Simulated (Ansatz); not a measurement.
A 2-atom cell of NaI started from a crystallographic database, relaxed with r2SCAN in the PAW code Ansatz. The symmetry is Fm-3m (No. 225, cubic); conventional cell a = 6.459 Å, 33.69 Å³ an atom. Around Na lie 6 I at 3.23 Å; around I lie 6 Na at 3.23 Å.

The axes x, y and z are those of this cell:
```xyz
2
Lattice="0.0000 3.2296 3.2296 3.2296 0.0000 3.2296 3.2296 3.2296 0.0000" Properties=species:S:1:pos:R:3 pbc="T T T"
Na    0.0000    0.0000    0.0000
I     3.2296    3.2296    3.2296
```

Unstrained: With PBE the gap is 3.661 eV and direct, at Γ. r2SCAN gives a direct gap of 4.449 eV at Γ. The HSE06 gap is direct at Γ: 4.692 eV. Meshes: PBE 8×8×8, r2SCAN 8×8×8, HSE06 6×6×6. Strains are changes of length per length. After each strain the atoms were relaxed again with r2SCAN within the symmetry that the strain leaves, so tilts or polar shifts that break it weren't tested; points keep the names that they have in the unstrained zone. Calculated for a static, non-magnetic cell.

Task: Apply uniaxial +2.62 % along x, other directions held. How far does the gap move, against the unstrained cell?

Result: PBE: the gap goes from 3.661 to 3.575 eV (-0.086 eV); with r2SCAN the top three valence levels at Γ, degenerate before, become 1+2 from the top over 28 meV. r2SCAN: the gap goes from 4.449 to 4.353 eV (-0.096 eV). HSE06: the gap goes from 4.692 to 4.600 eV (-0.092 eV). The r2SCAN energy rises by 2.2 meV an atom.

Task: One strain changed the r2SCAN stress by xx -0.49, yy -0.49, zz -0.49 GPa (compression positive) and the gap by -0.080 eV (PBE), -0.092 eV (r2SCAN), -0.087 eV (HSE06). Which kind of strain was it, and roughly how large?

Result: Isotropic +1.02 % on every length. The pattern of the stress gives the kind; the size needs the stiffness, so it is an estimate.

Spin-orbit coupling is left out, which matters wherever the heavy atoms make up the band edges.

The splittings at Γ are without spin-orbit coupling, which regroups them where it is of like size or larger.
